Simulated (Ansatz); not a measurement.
TiO2:

```
Ti O
1.0
     1.49733    0.86448    6.98154
    -1.49733    0.86448    6.98154
     0.00000   -1.72897    6.98154
Ti O
1 2
Direct
  0.00000 0.00000 0.00000
  0.37953 0.37953 0.37953
  0.62047 0.62047 0.62047
```

Measurements of this composition are mostly on another form, of space group No. 141.

Program: Ansatz 0.2.0. Alike in all runs: task single point; potentials or basis Ansatz PAW; no spin polarisation; cell as given; k mesh 6 × 6 × 6; cutoff (eV) 500; smearing fermi-dirac 0.05 eV.

Q: Order these runs on this cell by their pressure, lowest first.
A. level r2SCAN0 form with a typed share of exact exchange; share of exact exchange 0.1
B. level r2SCAN0; share of exact exchange 0.25
C. level r2SCAN0 form with a typed share of exact exchange; share of exact exchange 0.5

A: C (-9.3 GPa), B (-6.5 GPa), A (-4.7 GPa).

Caveats: the PAW data sets come from PBE, with cores solved anew for the run's functional, which leaves a small shift of forces and pressure; the thresholds are loose for stress.
